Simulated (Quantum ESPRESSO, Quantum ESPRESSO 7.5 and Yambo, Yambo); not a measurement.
**SiC (F-43m): G0W0 with Yambo, start to end**

How does a plane-wave GW calculation on SiC (F-43m) run from the first input to the gap?

Method: PBE and many-body steps on it, plane waves, in Quantum ESPRESSO 7.5 and Yambo 5.3.0.

**What was measured.**

- Gap 2.4 eV: Tauc optical (indirect) gap of annealed polycrystalline 3C-SiC; UV-VIS spectroscopic ellipsometry, Tauc analysis; film (CVD ultrathin polycrystalline film, annealed, about 5 nm grains) (“On-Demand CMOS-Compatible Fabrication of Ultrathin Self-Aligned SiC Nanowire Arrays”, 2018, pmc:6267454).

- Gap 2.39 eV: band gap at cryogenic temperature; bulk crystal (literature value) (quoted in “Silicon carbide diodes for neutron detection”, 2020, arxiv:2009.14696).

**1. Starting point**

Symmetry: F-43m, No. 216, cubic system. Conventional cell: a = 4.358 Å, b = 4.358 Å, c = 4.358 Å, α = 90.00°, β = 90.00°, γ = 90.00°. Si has 4 C at 1.89 Å nearest. C has 4 Si at 1.89 Å nearest. Farther neighbours are not listed.

As a file:

```cif
data_structure
_symmetry_space_group_name_H-M 'F-43m'
_symmetry_Int_Tables_number 216
_cell_length_a 4.3580
_cell_length_b 4.3580
_cell_length_c 4.3580
_cell_angle_alpha 90.000
_cell_angle_beta 90.000
_cell_angle_gamma 90.000
_cell_volume 82.77
loop_
_atom_site_label
_atom_site_type_symbol
_atom_site_symmetry_multiplicity
_atom_site_Wyckoff_symbol
_atom_site_fract_x
_atom_site_fract_y
_atom_site_fract_z
_atom_site_occupancy
Si1 Si 4 a 0.00000 0.00000 0.00000 1
C1 C 4 d 0.25000 0.25000 0.75000 1
```

The cell and positions come from the Crystallography Open Database and are kept as given unless a step says otherwise.

**2. Ground state**

This step: Quantum ESPRESSO 7.5; DFT, PBE, plane waves, norm-conserving pseudopotentials.

The ground-state density comes first.

File pw.in:

```
&control
  calculation = 'scf'
  prefix = 'x'
  outdir = 'o'
  pseudo_dir = 'pseudo'
/
&system
  ibrav = 0
  nat = 2
  ntyp = 2
  ecutwfc = 74.0
  nbnd = 9
  force_symmorphic = .true.
/
&electrons
  conv_thr = 1e-10
  electron_maxstep = 80
  mixing_beta = 0.5
/
ATOMIC_SPECIES
  Si 28.085 Si.upf
  C 12.011 C.upf
CELL_PARAMETERS angstrom
  -0.0000000000 2.1790000000 2.1790000000
  2.1790000000 -0.0000000000 2.1790000000
  2.1790000000 2.1790000000 -0.0000000000
ATOMIC_POSITIONS crystal
  Si 0.0000000000 0.0000000000 0.0000000000
  C 0.2500000000 0.2500000000 0.2500000000
K_POINTS automatic
  8 8 8 0 0 0
```

On the command line:

```
$ OMP_NUM_THREADS=1 mpirun -n 4 pw.x -nk 4 -in pw.in > pw.out
```

Output:

```text
Program PWSCF v.7.5 starts

     This program is part of the open-source Quantum ESPRESSO suite
     for quantum simulation of materials; please cite
         "P. Giannozzi et al., J. Phys.:Condens. Matter 21 395502 (2009);
         "P. Giannozzi et al., J. Phys.:Condens. Matter 29 465901 (2017);
         "P. Giannozzi et al., J. Chem. Phys. 152 154105 (2020);
     in publications or presentations arising from this work. More details at
     Message from routine setup:
     using ibrav=0 with symmetry is DISCOURAGED, use correct ibrav instead

     G-vector sticks info

     bravais-lattice index     =            0
     lattice parameter (alat)  =       5.8233  a.u.
     unit-cell volume          =     139.6363 (a.u.)^3
     number of atoms/cell      =            2
     number of atomic types    =            2
     number of electrons       =         8.00
     number of Kohn-Sham states=            9
     kinetic-energy cutoff     =      74.0000  Ry
     charge density cutoff     =     296.0000  Ry
     scf convergence threshold =      1.0E-10
     mixing beta               =       0.5000
     number of iterations used =            8  plain     mixing
     Exchange-correlation= PBE
                           (   1   4   3   4   0   0   0)

     celldm(1)=   5.823326  celldm(2)=   0.000000  celldm(3)=   0.000000
     celldm(4)=   0.000000  celldm(5)=   0.000000  celldm(6)=   0.000000

     crystal axes: (cart. coord. in units of alat)
               a(1) = (  -0.000000   0.707107   0.707107 )
               a(2) = (   0.707107  -0.000000   0.707107 )
               a(3) = (   0.707107   0.707107  -0.000000 )

     reciprocal axes: (cart. coord. in units 2 pi/alat)
               b(1) = ( -0.707107  0.707107  0.707107 )
               b(2) = (  0.707107 -0.707107  0.707107 )
               b(3) = (  0.707107  0.707107 -0.707107 )
     Pseudo is Norm-conserving + core correction, Zval =  4.0
     Generated using ONCVPSP code by D. R. Hamann
     Using radial grid of 1510 points,  6 beta functions with:
     Pseudo is Norm-conserving + core correction, Zval =  4.0
     Generated using ONCVPSP code by D. R. Hamann
     Using radial grid of 1248 points,  4 beta functions with:
     Si                4.00    28.08500     Si( 1.00)
     C                 4.00    12.01100     C ( 1.00)

     24 Sym. Ops. (no inversion) found

   Cartesian axes

     site n.     atom                  positions (alat units)
         1        Si     tau(   1) = (   0.0000000   0.0000000   0.0000000  )
         2        C      tau(   2) = (   0.3535534   0.3535534   0.3535534  )

     number of k points=    29
                       cart. coord. in units 2pi/alat
        k(    1) = (   0.0000000   0.0000000   0.0000000), wk =   0.0039062
        k(    2) = (   0.0883883   0.0883883  -0.0883883), wk =   0.0312500
        k(    3) = (   0.1767767   0.1767767  -0.1767767), wk =   0.0312500
        k(    4) = (   0.2651650   0.2651650  -0.2651650), wk =   0.0312500
        k(    5) = (  -0.3535534  -0.3535534   0.3535534), wk =   0.0156250
        k(    6) = (   0.1767767   0.0000000   0.0000000), wk =   0.0234375
        k(    7) = (   0.2651650   0.0883883  -0.0883883), wk =   0.0937500
        k(    8) = (   0.3535534   0.1767767  -0.1767767), wk =   0.0937500
        k(    9) = (  -0.2651650  -0.4419417   0.4419417), wk =   0.0937500
        k(   10) = (  -0.1767767  -0.3535534   0.3535534), wk =   0.0937500
     [... 17 further rows ...]
        k(   28) = (  -0.7071068   0.1767767  -0.0000000), wk =   0.0468750
        k(   29) = (  -0.7071068   0.3535534   0.0000000), wk =   0.0234375

     Dense  grid:    12039 G-vectors     FFT dimensions: (  32,  32,  32)

     Initial potential from superposition of free atoms

     starting charge       7.9993, renormalised to       8.0000
     Starting wfcs are    8 randomized atomic wfcs +    1 random wfcs

     per-process dynamical memory:    12.5 Mb

     Self-consistent Calculation

     iteration #  1     ecut=    74.00 Ry     beta= 0.50

     total energy              =     -20.43216194 Ry
     estimated scf accuracy    <       0.43894269 Ry

     iteration #  2     ecut=    74.00 Ry     beta= 0.50

     total energy              =     -20.53629401 Ry
     estimated scf accuracy    <       0.02290293 Ry

     iteration #  3     ecut=    74.00 Ry     beta= 0.50

     total energy              =     -20.53952027 Ry
     estimated scf accuracy    <       0.00318449 Ry

     iteration #  4     ecut=    74.00 Ry     beta= 0.50

     total energy              =     -20.53966953 Ry
     estimated scf accuracy    <       0.00028107 Ry

     iteration #  5     ecut=    74.00 Ry     beta= 0.50

     total energy              =     -20.53974159 Ry
     estimated scf accuracy    <       0.00000977 Ry

     iteration #  6     ecut=    74.00 Ry     beta= 0.50

     total energy              =     -20.53974430 Ry
     estimated scf accuracy    <       0.00000040 Ry

     iteration #  7     ecut=    74.00 Ry     beta= 0.50

     total energy              =     -20.53974433 Ry
     estimated scf accuracy    <       0.00000008 Ry

     iteration #  8     ecut=    74.00 Ry     beta= 0.50

     total energy              =     -20.53974435 Ry
     estimated scf accuracy    <          1.1E-09 Ry

     iteration #  9     ecut=    74.00 Ry     beta= 0.50

     total energy              =     -20.53974435 Ry
     estimated scf accuracy    <          2.9E-10 Ry

     iteration # 10     ecut=    74.00 Ry     beta= 0.50

     End of self-consistent calculation

          k = 0.0000 0.0000 0.0000 (  1459 PWs)   bands (ev):

    -5.9135   9.4961   9.4961   9.4961  15.7194  16.8073  16.8073  16.8073
    24.0247

          k = 0.0884 0.0884-0.0884 (  1468 PWs)   bands (ev):

    -5.6090   8.0101   9.2947   9.2947  15.9644  17.1576  17.1576  17.3274
    22.8086

          k = 0.1768 0.1768-0.1768 (  1489 PWs)   bands (ev):

    -4.7185   5.1994   8.8888   8.8888  15.4830  17.4074  17.4074  18.8439
    22.6373

          k = 0.2652 0.2652-0.2652 (  1498 PWs)   bands (ev):

     [... further k-points ...]

     highest occupied, lowest unoccupied level (ev):     9.4961   10.8574

!    total energy              =     -20.53974435 Ry
     estimated scf accuracy    <          2.7E-12 Ry

     The total energy is the sum of the following terms:
     one-electron contribution =       5.61544871 Ry
     hartree contribution      =       2.33399995 Ry
     xc contribution           =      -7.55797124 Ry
     ewald contribution        =     -20.93122177 Ry

     convergence has been achieved in  10 iterations

     XML data file, charge density, pseudopotentials, collected wavefunctions

=------------------------------------------------------------------------------=
   JOB DONE.
=------------------------------------------------------------------------------=
```

It took 4.1 s on 4 MPI ranks of Arm Neoverse N1, shared host; peak memory 0.19 GiB.

Numbers from this step:

```yaml
total_energy: -279.4575 eV
gap: 1.361 eV
k_of_the_valence_top: 0, 0, 0
k_of_the_conduction_bottom: 0, -0.5, -0.5
least_direct_gap: 4.553 eV
```

The gap is indirect, with the least direct gap 3.19 eV higher.

**3. Bands along the symmetry lines**

Levels along a band path, at the cheap level, show where the edges lie and whether the meshes to come will hold them.

File pw.in:

```
&control
  calculation = 'bands'
  prefix = 'x'
  outdir = 'o'
  pseudo_dir = 'pseudo'
/
&system
  ibrav = 0
  nat = 2
  ntyp = 2
  ecutwfc = 74.0
  nbnd = 10
  force_symmorphic = .true.
/
&electrons
  conv_thr = 1e-9
  electron_maxstep = 80
  diago_full_acc = .true.
  diago_thr_init = 5e-6
/
ATOMIC_SPECIES
  Si 28.085 Si.upf
  C 12.011 C.upf
CELL_PARAMETERS angstrom
  -0.0000000000 2.1790000000 2.1790000000
  2.1790000000 -0.0000000000 2.1790000000
  2.1790000000 2.1790000000 -0.0000000000
ATOMIC_POSITIONS crystal
  Si 0.0000000000 0.0000000000 0.0000000000
  C 0.2500000000 0.2500000000 0.2500000000
K_POINTS crystal
  50
  0.00000000 0.00000000 0.00000000 1
  -0.06250000 -0.06250000 0.00000000 1
  -0.12500000 -0.12500000 0.00000000 1
  -0.18750000 -0.18750000 0.00000000 1
  -0.25000000 -0.25000000 0.00000000 1
  -0.31250000 -0.31250000 0.00000000 1
  -0.37500000 -0.37500000 0.00000000 1
  -0.43750000 -0.43750000 0.00000000 1
  -0.50000000 -0.50000000 0.00000000 1
  -0.48437500 -0.48437500 0.03125000 1
  -0.46875000 -0.46875000 0.06250000 1
  -0.45312500 -0.45312500 0.09375000 1
  -0.43750000 -0.43750000 0.12500000 1
  -0.42187500 -0.42187500 0.15625000 1
  -0.40625000 -0.40625000 0.18750000 1
  -0.39062500 -0.39062500 0.21875000 1
  -0.37500000 -0.37500000 0.25000000 1
  -0.37500000 0.00000000 0.37500000 1
  -0.32812500 0.00000000 0.32812500 1
  -0.28125000 0.00000000 0.28125000 1
  -0.23437500 0.00000000 0.23437500 1
  -0.18750000 0.00000000 0.18750000 1
  -0.14062500 0.00000000 0.14062500 1
  -0.09375000 0.00000000 0.09375000 1
  -0.04687500 0.00000000 0.04687500 1
  0.00000000 0.00000000 0.00000000 1
  0.00000000 0.00000000 0.06250000 1
  0.00000000 0.00000000 0.12500000 1
  0.00000000 0.00000000 0.18750000 1
  0.00000000 0.00000000 0.25000000 1
  0.00000000 0.00000000 0.31250000 1
  0.00000000 0.00000000 0.37500000 1
  0.00000000 0.00000000 0.43750000 1
  0.00000000 0.00000000 0.50000000 1
  -0.06250000 -0.03125000 0.46875000 1
  -0.12500000 -0.06250000 0.43750000 1
  -0.18750000 -0.09375000 0.40625000 1
  -0.25000000 -0.12500000 0.37500000 1
  -0.31250000 -0.15625000 0.34375000 1
  -0.37500000 -0.18750000 0.31250000 1
  -0.43750000 -0.21875000 0.28125000 1
  -0.50000000 -0.25000000 0.25000000 1
  -0.50000000 -0.28125000 0.21875000 1
  -0.50000000 -0.31250000 0.18750000 1
  -0.50000000 -0.34375000 0.15625000 1
  -0.50000000 -0.37500000 0.12500000 1
  -0.50000000 -0.40625000 0.09375000 1
  -0.50000000 -0.43750000 0.06250000 1
  -0.50000000 -0.46875000 0.03125000 1
  -0.50000000 -0.50000000 0.00000000 1
```

Output:

```text
[banner, memory and clock lines left out]
Program PWSCF v.7.5 starts

     Atomic positions and unit cell read from directory:
     o/x.save/

     Message from routine setup:
     using ibrav=0 with symmetry is DISCOURAGED, use correct ibrav instead

     G-vector sticks info

     bravais-lattice index     =            0
     lattice parameter (alat)  =       5.8233  a.u.
     unit-cell volume          =     139.6363 (a.u.)^3
     number of atoms/cell      =            2
     number of atomic types    =            2
     number of electrons       =         8.00
     number of Kohn-Sham states=           10
     kinetic-energy cutoff     =      74.0000  Ry
     charge density cutoff     =     296.0000  Ry
     Exchange-correlation= PBE
                           (   1   4   3   4   0   0   0)

     celldm(1)=   5.823326  celldm(2)=   0.000000  celldm(3)=   0.000000
     celldm(4)=   0.000000  celldm(5)=   0.000000  celldm(6)=   0.000000

     crystal axes: (cart. coord. in units of alat)
               a(1) = (  -0.000000   0.707107   0.707107 )
               a(2) = (   0.707107  -0.000000   0.707107 )
               a(3) = (   0.707107   0.707107  -0.000000 )

     reciprocal axes: (cart. coord. in units 2 pi/alat)
               b(1) = ( -0.707107  0.707107  0.707107 )
               b(2) = (  0.707107 -0.707107  0.707107 )
               b(3) = (  0.707107  0.707107 -0.707107 )
     Pseudo is Norm-conserving + core correction, Zval =  4.0
     Generated using ONCVPSP code by D. R. Hamann
     Using radial grid of 1510 points,  6 beta functions with:
     Pseudo is Norm-conserving + core correction, Zval =  4.0
     Generated using ONCVPSP code by D. R. Hamann
     Using radial grid of 1248 points,  4 beta functions with:
     Si                4.00    28.08500     Si( 1.00)
     C                 4.00    12.01100     C ( 1.00)

     24 Sym. Ops. (no inversion) found

   Cartesian axes

     site n.     atom                  positions (alat units)
         1        Si     tau(   1) = (   0.0000000   0.0000000   0.0000000  )
         2        C      tau(   2) = (   0.3535534   0.3535534   0.3535534  )

     number of k points=    50
                       cart. coord. in units 2pi/alat
        k(    1) = (   0.0000000   0.0000000   0.0000000), wk =   0.0400000
        k(    2) = (   0.0000000   0.0000000  -0.0883883), wk =   0.0400000
        k(    3) = (   0.0000000   0.0000000  -0.1767767), wk =   0.0400000
[...]
[... 38 further rows ...]
        k(   49) = (   0.0441942  -0.0000000  -0.7071068), wk =   0.0400000
        k(   50) = (   0.0000000   0.0000000  -0.7071068), wk =   0.0400000

     Dense  grid:    12039 G-vectors     FFT dimensions: (  32,  32,  32)

     The potential is recalculated from file :
     o/x.save/charge-density

     Starting wfcs are    8 randomized atomic wfcs +    2 random wfcs

     Band Structure Calculation

     End of band structure calculation

          k = 0.0000 0.0000 0.0000 (  1459 PWs)   bands (ev):

    -5.9135   9.4961   9.4961   9.4961  15.7194  16.8074  16.8074  16.8074
    24.0247  24.0247

          k = 0.0000 0.0000-0.0884 (  1463 PWs)   bands (ev):

    -5.8116   9.1780   9.2976   9.2976  15.9821  16.5572  17.0972  17.0972
    22.7759  24.1392

          k = 0.0000 0.0000-0.1768 (  1483 PWs)   bands (ev):

    -5.5074   8.3793   8.7981   8.7981  15.6821  16.7096  17.8632  17.8632
    21.0093  24.4815

          k =-0.0000 0.0000-0.2652 (  1483 PWs)   bands (ev):

[...]
k = 0.0000 0.0000-0.3536 (  1491 PWs)   bands (ev):

[...]
k = 0.0000-0.0000-0.4419 (  1495 PWs)   bands (ev):

[...]
k =-0.0000 0.0000-0.5303 (  1512 PWs)   bands (ev):

[...]
k = 0.0000-0.0000-0.6187 (  1508 PWs)   bands (ev):

[...]
k = 0.5303-0.0000-0.5303 (  1514 PWs)   bands (ev):

[...]
k = 0.0000 0.0000 0.0000 (  1459 PWs)   bands (ev):

[...]
k = 0.1326 0.0000-0.7071 (  1510 PWs)   bands (ev):

[...]
k = 0.0884-0.0000-0.7071 (  1518 PWs)   bands (ev):

[...]
k = 0.0442-0.0000-0.7071 (  1516 PWs)   bands (ev):

    -0.8889   1.7141   6.2251   6.2343  10.9909  13.9495  23.3378  23.5034
    24.1814  29.2235

          k = 0.0000 0.0000-0.7071 (  1524 PWs)   bands (ev):

    -0.8969   1.6936   6.3045   6.3045  10.8574  13.8294  23.4966  23.4966
    24.2654  29.5334

     XML data file, pseudopotentials, collected wavefunctions
```

Elapsed: 2.2 s, on 4 MPI ranks; peak memory 0.18 GiB.

This step gave:

| Property | Result |
| --- | --- |
| gap | 1.361 eV |
| k of the valence top | 0, 0, 0 |
| k of the conduction bottom | -0.5, -0.5, 0 |
| least direct gap | 4.553 eV |

The gap is 1.361 eV, as in the run before at this level.

The electronic bands at the labelled points (eV, zero at the top of the highest filled band; v1 is the highest filled band, c1 the lowest empty one):

| point | v4 | v3 | v2 | v1 | c1 | c2 | c3 | c4 |
| --- | --- | --- | --- | --- | --- | --- | --- | --- |
| Γ | -15.41 | 0.00 | 0.00 | 0.00 | 6.22 | 7.31 | 7.31 | 7.31 |
| halfway | -13.81 | -3.35 | -1.94 | -1.94 | 4.06 | 6.35 | 10.58 | 10.58 |
| X | -10.39 | -7.80 | -3.19 | -3.19 | 1.36 | 4.33 | 14.00 | 14.00 |
| halfway | -10.34 | -7.64 | -4.23 | -3.04 | 2.10 | 5.31 | 13.33 | 13.54 |
| U | -10.39 | -7.28 | -5.55 | -2.60 | 3.11 | 7.78 | 11.84 | 12.45 |
| jump to K | -10.39 | -7.28 | -5.55 | -2.60 | 3.11 | 7.78 | 11.84 | 12.45 |
| halfway | -13.64 | -4.48 | -2.93 | -0.54 | 6.77 | 7.84 | 8.25 | 9.05 |
| Γ | -15.41 | 0.00 | 0.00 | 0.00 | 6.22 | 7.31 | 7.31 | 7.31 |
| halfway | -14.21 | -4.30 | -0.61 | -0.61 | 5.99 | 7.91 | 7.91 | 9.35 |
| L | -11.84 | -8.54 | -1.05 | -1.05 | 5.43 | 7.23 | 7.23 | 10.05 |
| halfway | -11.20 | -7.83 | -3.71 | -2.26 | 5.25 | 7.28 | 10.15 | 11.00 |
| W | -10.16 | -7.03 | -4.99 | -4.69 | 5.21 | 9.44 | 9.45 | 9.79 |
| halfway | -10.28 | -7.49 | -4.07 | -4.05 | 3.06 | 6.02 | 11.94 | 13.32 |
| X | -10.39 | -7.80 | -3.19 | -3.19 | 1.36 | 4.33 | 14.00 | 14.00 |

The electronic bands as a text plot (rows in eV, shown from -8.0 to 7.4 only):

```
    7.0 |+++++           +      ++++++++        +++++++
    6.4 |++++ ++                     +++++++
    5.8 |       ++      +     ++            +++++ ++++       +
    5.1 |    +    +    +    ++                   +    ++++++  +
    4.5 |          ++++                                     +  ++
    3.8 |     ++           +
    3.2 |       ++        +                                  +
    2.6 |               ++                                    +
    1.9 |         +   ++                                       +
    1.3 |          +++                                          +
    0.6 |
    0.0 |**                      **********
   -0.6 |  **                   *  ***  *  *****
   -1.3 |  ***              ****         **     *****
   -1.9 |    ***           *     ****               **
   -2.6 |       ***      **                *         **
   -3.2 |     **   ******       ***                    *       **
   -3.8 |                     **                      * *    **
   -4.5 |       **     **       *           *          * ****
   -5.1 |                *  **                          ****
   -5.8 |         *       **  **             **
   -6.4 |                   **
   -7.0 |          **     **                   *        *****
   -7.7 |            *****                            **     ****
         Γ           X  U|K            Γ         L        W     X
```

[end of part 1 of 3]

[Paths, hosts, dates, memory and timing lines, banners, echoed tables and standing remarks are left out of the program output.]

[Logs are printed without paths, hosts, clocks, repeated set-up lines and the standing remarks that a program may print on its own settings, such as how far it seeks lower states.]

[Runs of the session that timed out or met a known fault of the program may be left out.]

[Hosts, paths, dates, database ids (printed as entryN), source tags and the programs' standing remarks are cut or masked in the printed files.]
